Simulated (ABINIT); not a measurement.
# PbSe (Clausthalite) (Fm-3m) in ABINIT: further runs, part 2 of 3

ABINIT 10.8.3 (patched build). The steps go on from the part before.

**3. Single point, r2SCAN**

run.abi

```
# Pseudopotentials
pp_dirpath "./"
pseudos "Pb.GGA_PBE-JTH.xml, Se.GGA_PBE-JTH.xml"

# Structure
acell 3*1.0
rprim
     0.0000000000     5.7837902633     5.7837902633
     5.7837902633     0.0000000000     5.7837902633
     5.7837902633     5.7837902633     0.0000000000
ntypat 2
znucl 82 34
natom 2
typat 1 2
xred
     0.0000000000     0.0000000000     0.0000000000
     0.5000000000     0.5000000000     0.5000000000

# Plane-wave basis
ecut 20.0
pawecutdg 40.0

# k points
kptopt 1
ngkpt 10 10 10
nshiftk 1
shiftk 0.0 0.0 0.0

# Exchange and correlation
ixc -497498
usekden 1
pawxcdev 0

# Bands and occupations
nband 14
occopt 3
tsmear 0.05 eV

# SCF cycle
nstep 100
tolvrs 1.0e-7

# Output
iomode 3
prtwf 0
prteig 0
prtebands 0
prtden 1
prtvha 1
prtvclmb 1
prtpot 1
```

Potentials or basis: JTH PAW PBE v2.0.

Command:

```sh
abinit run.abi > log 2>&1
```

run.abo:

```text
.Version 10.8.3 of ABINIT
 Symmetries : space group Fm -3 m (#225); Bravais cF (face-center cubic)
================================================================================
 Values of the parameters that define the memory need of the present run
     intxc =       0    ionmov =       0      iscf =      17    lmnmax =      18
     lnmax =       6     mgfft =      36  mpssoang =       3    mqgrid =    3001
     natom =       2  nloc_mem =       2    nspden =       1   nspinor =       1
    nsppol =       1      nsym =      48    n1xccc =       1    ntypat =       2
    occopt =       3   xclevel =       2
       mpw =        1667          nfft =       46656          nkpt =          47
 PAW method is used; the additional fine FFT grid is defined by:
   mgfftf=        48    nfftf =    110592
================================================================================
================================================================================

--------------------------------------------------------------------------------
------------- Echo of variables that govern the present computation ------------
--------------------------------------------------------------------------------
 -outvars: echo values of preprocessed input variables --------
            acell      1.0000000000E+00  1.0000000000E+00  1.0000000000E+00 Bohr
              amu      2.07200000E+02  7.89600000E+01
             ecut      2.00000000E+01 Hartree
              ixc     -497498
         kptrlatt       10    0    0      0   10    0      0    0   10
          kptrlen      8.17951463E+01
            natom           2
            nband          14
            ngfft          36      36      36
          ngfftdg          48      48      48
             nkpt          47
            nstep         100
             nsym          48
           ntypat           2
           occopt           3
        pawecutdg      4.00000000E+01 Hartree
         pawxcdev           0
        prtebands           0
           prteig           0
          prtkden           1
           prtpot           1
         prtvclmb           1
           prtvha           1
            prtwf           0
            rprim      0.0000000000E+00  5.7837902633E+00  5.7837902633E+00
                       5.7837902633E+00  0.0000000000E+00  5.7837902633E+00
                       5.7837902633E+00  5.7837902633E+00  0.0000000000E+00
          spgroup         225
           tolvrs      1.00000000E-07
           tsmear      1.83746611E-03 Hartree
            typat      1  2
          usekden           1
           useylm           1
           xangst      0.0000000000E+00  0.0000000000E+00  0.0000000000E+00
                       3.0606499979E+00  3.0606499979E+00  3.0606499979E+00
            xcart      0.0000000000E+00  0.0000000000E+00  0.0000000000E+00
                       5.7837902633E+00  5.7837902633E+00  5.7837902633E+00
             xred      0.0000000000E+00  0.0000000000E+00  0.0000000000E+00
                       5.0000000000E-01  5.0000000000E-01  5.0000000000E-01
            znucl       82.00000   34.00000

================================================================================

 chkinp: Checking input parameters for consistency.

================================================================================
== DATASET  1 ==================================================================

--- !DatasetInfo
iteration_state: {dtset: 1, }
dimensions: {natom: 2, nkpt: 47, mband: 14, nsppol: 1, nspinor: 1, nspden: 1, mpw: 1667, }
cutoff_energies: {ecut:  20.0, pawecutdg:  40.0, }
electrons: {nelect:   2.00000000E+01, charge:   0.00000000E+00, occopt:   3.00000000E+00, tsmear:   1.83746611E-03, }
meta: {optdriver: 0, ionmov: 0, optcell: 0, iscf: 17, paral_kgb: 0, }
[... 95 lines left out ...]
pressure_GPa:   1.4539E+00
xred      :
- [  0.0000E+00,   0.0000E+00,   0.0000E+00, Pb]
- [  5.0000E-01,   5.0000E-01,   5.0000E-01, Se]
cartesian_forces: # hartree/bohr
- [ -0.00000000E+00,  -0.00000000E+00,  -0.00000000E+00, ]
- [ -0.00000000E+00,  -0.00000000E+00,  -0.00000000E+00, ]
force_length_stats: {min:   0.00000000E+00, max:   0.00000000E+00, mean:   0.00000000E+00, }
...

 Integrated electronic density in atomic spheres:
 ------------------------------------------------
 Atom  Sphere_radius  Integrated_density
    1        2.40264         11.30381168
    2        2.21132          3.94381353

================================================================================

 ----iterations are completed or convergence reached----

 Mean square residual over all n,k,spin=   16.609E-09; max=  70.167E-07
 reduced coordinates (array xred) for    2 atoms
       0.000000000000      0.000000000000      0.000000000000
       0.500000000000      0.500000000000      0.500000000000
 rms dE/dt=  0.0000E+00; max dE/dt=  0.0000E+00; dE/dt below (all hartree)
    1       0.000000000000      0.000000000000      0.000000000000
    2       0.000000000000      0.000000000000      0.000000000000

 cartesian coordinates (angstrom) at end:
    1      0.00000000000000     0.00000000000000     0.00000000000000
    2      3.06064999790464     3.06064999790464     3.06064999790464

 cartesian forces (hartree/bohr) at end:
    1     -0.00000000000000    -0.00000000000000    -0.00000000000000
    2     -0.00000000000000    -0.00000000000000    -0.00000000000000
 frms,max,avg= 0.0000000E+00 0.0000000E+00   0.000E+00  0.000E+00  0.000E+00 h/b

 cartesian forces (eV/Angstrom) at end:
    1     -0.00000000000000    -0.00000000000000    -0.00000000000000
    2     -0.00000000000000    -0.00000000000000    -0.00000000000000
 frms,max,avg= 0.0000000E+00 0.0000000E+00   0.000E+00  0.000E+00  0.000E+00 e/A
 length scales=  1.000000000000  1.000000000000  1.000000000000 bohr
              =  0.529177210544  0.529177210544  0.529177210544 angstroms
 Fermi (or HOMO) energy (hartree) =   0.14926   Average Vxc (hartree)=  -0.35760
 Eigenvalues (hartree) for nkpt=  47  k points:
 kpt#   1, nband= 14, wtk=  0.00100, kpt=  0.0000  0.0000  0.0000 (reduced coord)
  -0.50442   -0.50442   -0.50442   -0.50421   -0.50421   -0.38158   -0.09507    0.06381
   0.06381    0.06381    0.32448    0.32448    0.32448    0.39494
      occupation numbers for kpt#   1
   2.00000    2.00000    2.00000    2.00000    2.00000    2.00000    2.00000    2.00000
   2.00000    2.00000    0.00000    0.00000    0.00000    0.00000
 prteigrs : prtvol=0 or 1, do not print more k-points.

--- !EnergyTerms
iteration_state     : {dtset: 1, }
comment             : Components of total free energy in Hartree
kinetic             :  8.39110946019768E+00
hartree             :  2.09168655460199E+01
xc                  : -8.39398941946885E+00
Ewald energy        : -5.38904018425376E+01
psp_core            :  2.82920313683413E+00
local_psp           : -6.60881919971145E+01
PAW spherical_terms :  8.81248964640878E+01
internal            : -8.11050865198142E+00
'-kT*entropy'       : -6.50273036165791E-07
total_energy        : -8.11050930225445E+00
total_energy_eV     : -2.20698201275268E+02
...

--- !EnergyTermsDC
iteration_state     : {dtset: 1, }
comment             : '"Double-counting" decomposition of free energy'
band_energy         : -5.77142371078959E+00
Ewald energy        : -5.38904018425376E+01
psp_core            :  2.82920313683413E+00
xc_dc               : -2.28810215867381E+01
PAW spherical_terms :  7.16031268311723E+01
internal            : -8.11051717205884E+00
'-kT*entropy'       : -6.50273036165791E-07
total_energy_dc     : -8.11051782233188E+00
total_energy_dc_eV  : -2.20698433118385E+02
...

--- !EnergyTermsWithPAWCore
iteration_state     : {dtset: 1, }
comment             : 'Components of total free energy, including PAW core contributions'
Total energy        : -2.33130693394607E+04
Total energy DC     : -2.33130693479808E+04
Total energy (eV)   : -6.34380934375403E+05
Total energy DC (eV): -6.34380934607246E+05
...

 Cartesian components of stress tensor (hartree/bohr^3)
  sigma(1 1)= -4.94159926E-05  sigma(3 2)=  0.00000000E+00
  sigma(2 2)= -4.94159926E-05  sigma(3 1)=  0.00000000E+00
  sigma(3 3)= -4.94159926E-05  sigma(2 1)=  0.00000000E+00

-Cartesian components of stress tensor (GPa)         [Pressure=  1.4539E+00 GPa]
- sigma(1 1)= -1.45386870E+00  sigma(3 2)=  0.00000000E+00
- sigma(2 2)= -1.45386870E+00  sigma(3 1)=  0.00000000E+00
- sigma(3 3)= -1.45386870E+00  sigma(2 1)=  0.00000000E+00

== END DATASET(S) ==============================================================
================================================================================

 -outvars: echo values of variables after computation  --------
            acell      1.0000000000E+00  1.0000000000E+00  1.0000000000E+00 Bohr
           etotal     -8.1105178223E+00
            fcart     -0.0000000000E+00 -0.0000000000E+00 -0.0000000000E+00
                      -0.0000000000E+00 -0.0000000000E+00 -0.0000000000E+00
            rprim      0.0000000000E+00  5.7837902633E+00  5.7837902633E+00
                       5.7837902633E+00  0.0000000000E+00  5.7837902633E+00
                       5.7837902633E+00  5.7837902633E+00  0.0000000000E+00
           strten     -4.9415992552E-05 -4.9415992552E-05 -4.9415992552E-05
                       0.0000000000E+00  0.0000000000E+00  0.0000000000E+00
           xangst      0.0000000000E+00  0.0000000000E+00  0.0000000000E+00
                       3.0606499979E+00  3.0606499979E+00  3.0606499979E+00
             xred      0.0000000000E+00  0.0000000000E+00  0.0000000000E+00
                       5.0000000000E-01  5.0000000000E-01  5.0000000000E-01
 Calculation completed.
```

Run time: 2.9 min. Hardware: 1 thread of Arm Neoverse V1, shared host; peak memory 0.18 GiB.

Results:

- Free energy: -220.6984 eV
- Band gap on the k mesh: 0.57 eV, direct
- Valence electrons inside the program's atomic spheres: Pb 11.30; Se 3.94

Levels at points of the mesh, in eV from the valence-band top:
```tsv
k point	band 7	band 8	band 9	band 10	band 11	band 12	band 13	band 14
(0.00, 0.00, 0.00)	-6.36	-2.04	-2.04	-2.04	5.05	5.05	5.05	6.97
(0.50, 0.00, 0.00)	-9.08	-1.61	-1.61	0.00	0.57	1.90	1.90	9.11
(0.50, 0.50, 0.00)	-7.57	-5.16	-3.40	-3.40	4.02	6.00	6.00	6.47
```

Caveat: the cutoff is too short for stress, so the log's stress isn't used; totals of a meta-GGA on PAW files have another zero than those of a GGA; the PAW data sets were made with another functional, which shifts forces and pressure a little; spin-orbit coupling is left out, which as a rule narrows the gap of such compounds by several tenths of an eV.

**4. Single point, PBEsol**

run.abi

```
# Pseudopotentials
pp_dirpath "./"
pseudos "Pb.upf, Se.upf"

# Structure
acell 3*1.0 Angstrom
rprim
     0.0000000000     3.0606500000     3.0606500000
     3.0606500000     0.0000000000     3.0606500000
     3.0606500000     3.0606500000     0.0000000000
ntypat 2
znucl 82 34
natom 2
typat 1 2
xred
     0.0000000000     0.0000000000     0.0000000000
     0.5000000000     0.5000000000     0.5000000000

# Plane-wave basis
ecut 39.0

# k points
kptopt 1
ngkpt 6 6 6
nshiftk 1
shiftk 0.0 0.0 0.0

# Exchange and correlation
ixc -116133

# Bands and occupations
nband 19
occopt 3
tsmear 0.05 eV

# SCF cycle
nstep 100
tolvrs 1.0e-10

# Output
iomode 3
prtwf 0
prtden 0
prteig 0
prtebands 0
enunit 1
```

Potentials or basis: PseudoDojo NC SR PBEsol v0.4.1 standard.

Command:

```sh
abinit run.abi > log 2>&1
```

It took 48 s on 1 thread of Arm Neoverse V1, shared host; peak memory 0.1 GiB.

It converged, with:

- Free energy: -5208.7449 eV
- Pressure: -0.8 GPa
- Band gap on the k mesh: 0.21 eV, direct
- Valence electrons inside the program's atomic spheres: Pb 10.06; Se 13.21

Levels at points of the mesh, in eV from the valence-band top:
| k point | band 12 | band 13 | band 14 | band 15 | band 16 | band 17 | band 18 | band 19 |
| --- | --- | --- | --- | --- | --- | --- | --- | --- |
| (0.00, 0.00, 0.00) | -6.33 | -1.86 | -1.86 | -1.86 | 4.69 | 4.69 | 4.69 | 6.47 |
| (0.50, 0.00, 0.00) | -8.82 | -1.45 | -1.45 | 0.00 | 0.21 | 1.66 | 1.66 | 8.42 |
| (0.50, 0.50, 0.00) | -7.40 | -5.01 | -3.24 | -3.24 | 3.60 | 5.59 | 5.59 | 6.01 |

Caveat: spin-orbit coupling is left out, which as a rule narrows the gap of such compounds by several tenths of an eV.

(Continued in part 3 of 3.)
